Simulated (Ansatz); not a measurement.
A crystal relaxed with r2SCAN in the PAW code Ansatz has space group Fm-3m (No. 225) and a = 6.338 Å.

```csv
atom,site,x,y,z
Xx,8c,0.2500,0.7500,0.7500
Si,4a,0.0000,0.0000,0.0000
```

The r2SCAN gap is indirect, 0.45 eV (Γ to X), below the direct gap of 2.48 eV at X. The HSE06 gap is indirect, 0.56 eV (Γ to X), below the direct gap of 2.54 eV at Γ. Meshes: r2SCAN 8×8×8, HSE06 6×6×6. r2SCAN's ε∞ is 12.8 in all directions.

**Question.** Which element is Xx?
A. Cd
B. Zn
C. Mg
D. Ba

**Answer.** C. Xx is Mg: a 3-atom cell of Mg2Si (Fm-3m) from a materials database. Mg has 4 Si at 2.74 Å; Si has 8 Mg at 2.74 Å.

Spin-unpolarised throughout; all numbers are computed.

The meshes of the hybrids are coarse, so their gaps aren't converged to the digits shown.
